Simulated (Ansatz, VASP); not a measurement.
# PtSe2 in VASP and in Ansatz

```xyz
6
Lattice="5.7813 0.0000 0.0000 0.0000 5.7813 0.0000 0.0000 0.0000 4.0240" Properties=species:S:1:pos:R:3 pbc="T T T"
Pt    0.0000    0.0000    0.0000
Pt    2.8906    2.8906    2.0120
Se    1.7942    1.7942    0.0000
Se    3.9871    3.9871    0.0000
Se    4.6849    1.0964    2.0120
Se    1.0964    4.6849    2.0120
```

Alike in both runs: functional PBE; k mesh 5 × 5 × 8; occupations fermi-dirac, width 0.05 eV; no spin polarisation.

Ansatz relaxed the structure, and its values are those at the end. VASP's run is a single point on that final structure, the one shown.

|  | VASP | Ansatz |
| --- | --- | --- |
| version | VASP 6.6.1 | Ansatz 0.2.0 |
| potentials or method | VASP PAW PBE potentials, release 64 (Pt, Se) | PAW with Ansatz's default frozen-core files, scalar-relativistic |
| plane-wave cutoff (eV) | 520 | 420 |
| valence electrons in the cell | 44 | 100 |

```csv
,VASP,Ansatz,Ansatz less VASP
pressure (GPa),0.0,0.0,+0.04
```

The two sets of potentials don't hold the same shells in valence.

Spin-orbit coupling is left out, which matters for the levels of Pt.
